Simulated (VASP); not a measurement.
GaP: Born charges and dielectric tensor with PBE

**Experimental background.**

From “Stacking defects in GaP nanowires: Electronic structure and optical properties”, 2018, arxiv:1810.01194, for a bulk crystal of GaP at 10 K: band gap 2.34 eV (indirect).

GaP:

```
Ga P
1.0
     0.00000    2.72525    2.72525
     2.72525    0.00000    2.72525
     2.72525    2.72525    0.00000
Ga P
1 1
Direct
  0.00000 0.00000 0.00000
  0.75000 0.75000 0.75000
```

| Property | Result |
| --- | --- |
| Program | VASP 6.6.1 |
| Task | Born charges and dielectric tensor |
| Functional | PBE |
| Potentials or basis | VASP PAW PBE potentials, release 64 (Ga_d, P) |
| Cutoff | 520 eV |
| k mesh | 8 × 8 × 8 |
| Occupations | fermi-dirac, width 0.05 eV |
| Spin | no spin polarisation |
| Further INCAR settings | ALGO = Fast; EDIFF = 1e-08; IBRION = 8 |

The band gap on the k mesh is 1.64 eV, indirect (least direct gap 1.83 eV). The electronic dielectric tensor (diagonal) is 11.18 and the born charges (mean of the diagonal) is Ga +2.22; P -2.22 e. The highest phonon frequency at Γ, LO-TO splitting left out is 356 cm⁻¹.

Levels at points of the mesh, in eV from the valence-band top:
```csv
k point,band 7,band 8,band 9,band 10,band 11,band 12
"(0.00, 0.00, 0.00)",0.00,0.00,0.00,1.83,3.89,3.89
"(0.50, 0.00, 0.00)",-6.63,-1.12,-1.12,1.67,4.72,4.72
"(0.50, 0.50, 0.00)",-6.75,-2.68,-2.68,1.65,1.82,10.60
```

Phonon frequencies in cm⁻¹ (negative: imaginary):
| q point | frequencies |
| --- | --- |
| (0.000, 0.000, 0.000) | 0 0 0 356 356 356 |

Electronic dielectric tensor:
```
11.18  0.00  0.00
 0.00 11.18  0.00
 0.00  0.00 11.18
```

Born effective charge tensors (e):
atom 1, Ga
```
2.22 0.00 0.00
0.00 2.22 0.00
0.00 0.00 2.22
```
atom 2, P
```
-2.22  0.00  0.00
 0.00 -2.22  0.00
 0.00  0.00 -2.22
```

Run time: 9 min on 1 thread of Intel(R) Xeon(R) Platinum 8488C (Sapphire Rapids) (shared host), peak memory 0.28 GiB.

Against the measured gap of GaP, 2.34 eV (indirect; 10 K; quoted in “Stacking defects in GaP nanowires: Electronic structure and optical properties”, 2018, arxiv:1810.01194), the calculated 1.64 eV is off by -0.70 eV. Spin-orbit coupling on Ga is left out. The value is that of PBE on a finite k mesh, which can miss the band edges, without temperature or zero-point motion. Semilocal functionals fall short of measured gaps as a rule.
